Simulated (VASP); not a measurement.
CdSe (Cadmoselite):

```xyz
4
Lattice="4.3000 0.0000 0.0000 -2.1500 3.7239 0.0000 0.0000 0.0000 7.0200" Properties=species:S:1:pos:R:3 pbc="T T T"
Cd    0.0000    2.4826    0.0000
Cd    2.1500    1.2413    3.5100
Se    0.0000    2.4826    2.7027
Se    2.1500    1.2413    6.2127
```

* Program: VASP 6.6.1
* Task: relaxation of cell and atoms
* Functional: PBE
* Dispersion: D3(BJ)
* Potentials or basis: VASP PAW PBE potentials, release 64 (Cd, Se)
* Cutoff: 600 eV
* k mesh: 9 × 9 × 4
* Occupations: gaussian, width 0.03 eV
* Spin: no spin polarisation

At the start: pressure 1.2 GPa; volume 28.10 Å³/atom.

Problem. How do energy, volume and symmetry change on relaxing?

Solution. Over 7 steps the energy falls by 7.2 meV/atom and the volume is 28.69 Å³/atom (+2.1 %); space group P6_3mc (No. 186, to 0.05 Å).

The path:
| step | energy change (eV) | largest force (eV/Å) | pressure (GPa) | volume (Å³) |
| --- | --- | --- | --- | --- |
| 1 | 0.0000 | 0.2926 | 1.22 | 112.41 |
| 2 | -0.0234 | 0.0454 | -0.44 | 115.90 |
| 3 | -0.0244 | 0.0862 | -0.20 | 115.31 |
| 4 | -0.0259 | 0.0464 | -0.01 | 114.86 |
| 5 | -0.0261 | 0.0196 | 0.13 | 114.57 |
| 6 | -0.0274 | 0.0139 | 0.10 | 114.62 |
| 7 | -0.0289 | 0.0047 | 0.03 | 114.77 |

Final structure:
```xyz
4
Lattice="4.3274 0.0000 0.0000 -2.1637 3.7476 0.0000 0.0000 0.0000 7.0771" Properties=species:S:1:pos:R:3 pbc="T T T"
Cd    0.0000    2.4984    0.0354
Cd    2.1637    1.2492    3.5739
Se    0.0000    2.4984    2.6893
Se    2.1637    1.2492    6.2278
```
